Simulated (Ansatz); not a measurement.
One input, then a changed one: As (simple hexagonal type)

First run: DFT, PBE, PAW with Ansatz's default frozen-core files, scalar-relativistic (Ansatz 0.2.0).

Command: `ansatz run input.yaml --threads 1 --pin off --max-ram 2048MiB --backend cpu --events-out ev --progress --plain --runs-dir out` It took 3.7 s on 1 thread of Intel(R) Xeon(R) 6975P-C (Granite Rapids) (shared host), peak memory 0.37 GiB.

```yaml
crystal:
  lattice:
    - [2.6461689916, 0.0, 0.0]
    - [-1.3230844958, 2.2916495694, 0.0]
    - [0.0, 0.0, 2.4807230493]
  atoms:
    - { symbol: As, position: [0.0, 0.0, 0.0] }
kpoints:
  mp_grid: { grid: [15, 15, 14] }
scf:
  occupations: { method: fermi_dirac, width: 0.05 }
hamiltonian:
  xc: pbe
  pseudopotentials: { kind: paw }
output:
  forces: true
  stress: true
relax:
  f_tol: 0.005
  max_steps: 30
  cell: { stress_tol: 0.15, fix: [volume] }
```

The cell comes from a relaxation on PAW files under the same functional, begun from a prototype that needn't be the stable phase.

This run: shape and atoms relaxed at 0.75 of the base cell's volume.

It converges in 14 SCF iterations over all geometries at a pressure of 41.7 GPa, ending at 15.04 Å³/atom, cutoff 420 eV.

A second input differs as follows:

```diff
 kpoints:
-  mp_grid: { grid: [15, 15, 14] }
+  mp_grid: { grid: [15, 14, 15] }
 scf:
   occupations: { method: fermi_dirac, width: 0.05 }
+  max_iter: 60
 hamiltonian:
```

Task: What is wrong with it, and what does the program do?

Result: The change was made to test a mesh that breaks the symmetry. The run converges in 26 SCF iterations over all geometries at a pressure of 42.3 GPa, ending at 15.04 Å³/atom, cutoff 420 eV, free energy -6.4 meV/atom against the first run's. Compare each number with the sound run's before taking it for a property of the system. The log ends:
```
        0.000000       0.000000      42.182833
  P = ⅓ Tr σ = 42.2761 GPa (422.761 kbar)
--- Relaxed structure (5 steps of the walk, 4 accepted, 1 SCFs on fresh bases) ---
  F+E_penalty+E_count = -4855.35308417 eV   max|allowed force component| = 0.000e0 eV/Å   (the final SCF, on the basis selected at the relaxed cell)
  cell:  # Å, volume = 15.0433 Å³
    - [2.645673128413469, -0.03257801778905856, 0.0]
    - [-1.3510499552170006, 2.300089080893791, 0.0]
    - [0.0, 0.0, 2.4900947158124755]
  atoms:
    - { symbol: As, position: [0.0, 0.0, 0.0] }
```
